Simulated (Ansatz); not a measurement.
# In: band structure with PBE

In:

```xyz
2
Lattice="3.3355 0.0000 0.0000 -1.6677 2.8886 0.0000 0.0000 0.0000 5.5091" Properties=species:S:1:pos:R:3 pbc="T T T"
In    1.6677    0.9629    4.1319
In    0.0000    1.9257    1.3773
```

This isn't the form of In at room conditions, which is tetragonal.

```
Program                             : Ansatz 0.2.0
Task                                : band structure
Functional                          : PBE
Potentials or basis                 : Ansatz PAW
Cutoff                              : 420 eV (not typed: the program's choice for these potentials)
k mesh                              : 9 × 9 × 5
Occupations                         : fermi-dirac, width 0.05 eV
Spin                                : no spin polarisation
Path                                : [["G", "M", "K", "G", "A", "L", "H", "A"], ["L", "M"], ["K", "H"]]
Points for each segment of the path : 14
```

```yaml
Pressure: 1.5 GPa
Band_gap_on_the_k_mesh: none (metal or under the smearing width)
```

Stress tensor (GPa, compression positive):
```
1.62 0.00 0.00
0.00 1.62 0.00
0.00 0.00 1.27
```

Levels at the corners of the path, in eV from the Fermi level:
| point | band 10 | band 11 | band 12 | band 13 | band 14 | band 15 | band 16 | band 17 |
| --- | --- | --- | --- | --- | --- | --- | --- | --- |
| Γ | -14.39 | -9.51 | -4.50 | -3.41 | 8.33 | 8.33 | 10.13 | 10.13 |
| M | -14.35 | -4.87 | -4.16 | 0.04 | 0.27 | 0.86 | 2.85 | 4.05 |
| K | -14.40 | -3.37 | -3.37 | -1.83 | 1.82 | 1.82 | 2.20 | 2.61 |
| Γ | -14.39 | -9.51 | -4.50 | -3.41 | 8.33 | 8.33 | 10.13 | 10.13 |
| A | -14.45 | -8.15 | -8.15 | 2.85 | 2.85 | 9.32 | 9.32 | 9.32 |
| L | -14.36 | -3.61 | -3.61 | -2.68 | -2.68 | 5.55 | 5.55 | 6.02 |
| H | -14.38 | -2.47 | -2.47 | -1.37 | -1.37 | -0.44 | -0.44 | 7.29 |
| A | -14.45 | -8.15 | -8.15 | 2.85 | 2.85 | 9.32 | 9.32 | 9.32 |
| L | -14.36 | -3.61 | -3.61 | -2.68 | -2.68 | 5.55 | 5.55 | 6.02 |
| M | -14.35 | -4.87 | -4.16 | 0.04 | 0.27 | 0.86 | 2.85 | 4.05 |
| K | -14.40 | -3.37 | -3.37 | -1.83 | 1.82 | 1.82 | 2.20 | 2.61 |
| H | -14.38 | -2.47 | -2.47 | -1.37 | -1.37 | -0.44 | -0.44 | 7.29 |

It took 2.8 s on 2 threads of Arm Neoverse V2, with other jobs on the host, peak memory 0.32 GiB.

Caveat: spin-orbit coupling is left out, which moves the levels of the heavy elements.
